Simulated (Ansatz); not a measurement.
The calculation used Ansatz 0.2.0, DFT PBE, scalar-relativistic, plane waves, PAW. All cells share a 420 eV cutoff and Γ-centred k meshes spaced at most about 0.3 Å⁻¹ (about 0.25 or finer for metals, 2π included). No spin polarisation.

Temperature and zero-point effects are left out.

Problem. Order these relaxed structures of TaH4 by energy, lowest first, with the energy over the lowest of them.
1.

```
Ta H
1.0
    -1.71242    2.90870    3.27824
     1.71242   -2.90870    3.27824
     1.71242    2.90870   -3.27824
Ta H
2 8
Direct
  0.75562 0.75562 0.00000
  0.24438 0.24438 0.00000
  0.16393 0.00000 0.16393
  0.83607 0.00000 0.83607
  0.36855 0.70053 0.66802
  0.03251 0.70053 0.33198
  0.63145 0.29947 0.33198
  0.96749 0.29947 0.66802
  0.50000 0.24251 0.74251
  0.50000 0.75749 0.25749
```

2.

```
Ta H
1.0
    -1.51436    1.51436    5.68028
     1.51436   -1.51436    5.68028
     1.51436    1.51436   -5.68028
Ta H
1 4
Direct
  0.00000 0.00000 0.00000
  0.60361 0.10361 0.50000
  0.10361 0.60361 0.50000
  0.39639 0.89639 0.50000
  0.89639 0.39639 0.50000
```

Solution. 1 (0 meV/atom), 2 (125 meV/atom). Forms: cell 1 Immm; cell 2 I4/mmm. Counting H atoms around Ta (those within 1.25 times the shortest such distance or 1.15 times the sum of covalent radii, 1.27 where that leaves under three): cell 1 has Ta 10; cell 2 has Ta 8. Both come from invented guesses. Even the lowest of the cells shown lies +0.04 eV/atom against the elements.

No dispersion correction is applied, so the spacing and binding between layers, chains or molecules are poorly described (I4/mmm), and this can change margins and order among such cells. These runs have no spin–orbit coupling, which can matter for Ta. With hydrogen, zero-point motion can shift such differences by 10 meV/atom or more. Cells relaxed within their symmetry can be saddle points. Some types were kept out of the candidates beforehand, so the set may lack a known form.
